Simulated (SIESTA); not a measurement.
## Pd under changes of volume

One of the cells (14.750 Å³/atom); the others are scaled copies at fixed shape and fractional positions:

```
Pd
1.0
     0.00000    1.94650    1.94650
     1.94650    0.00000    1.94650
     1.94650    1.94650    0.00000
Pd
1
Cartesian
  0.0000 0.0000 0.0000
```

```yaml
Program: SIESTA 5.4.2
Functional: LDA
Potentials_or_basis: PseudoDojo 0.4 standard (LDA files)
Basis: DZP (energy shift 0.003 Ry; two zetas on semicore shells)
Grid_cutoff: 800 Ry
Energy_shift: 0.003 Ry
k_mesh: 12 × 12 × 12
Occupations: fermi-dirac, width 0.05 eV
Spin: no spin polarisation
```

| volume (Å³/atom) | energy over the lowest point (meV/atom) | pressure (GPa) |
| --- | --- | --- |
| 13.865 | 4.82 | 5.3 |
| 14.160 | 0.00 | 0.4 |
| 14.455 | 3.48 | -3.9 |
| 14.750 | 14.44 | -7.7 |
| 15.045 | 31.92 | -10.9 |
| 15.340 | 54.85 | -13.7 |
| 15.635 | ? | ? |

What does the run at 15.635 Å³/atom give?

Energy over the lowest point 82.61 meV/atom; pressure -16.1 GPa.

Worked out: A Birch-Murnaghan fit of order 3 (a polynomial in V^(-2/3)) to the other rows has its minimum at 14.18 Å³/atom with B0 = V·E''(V) = 219 GPa and B' = 5.5. It gives 82.76 meV/atom at 15.635 Å³/atom, against the run's 82.61, and -dE/dV = -16.4 GPa, against -16.1.

Energies are extrapolated to zero smearing.

Caveats: the basis of atomic orbitals isn't converged, which shifts pressures, moduli and gaps.
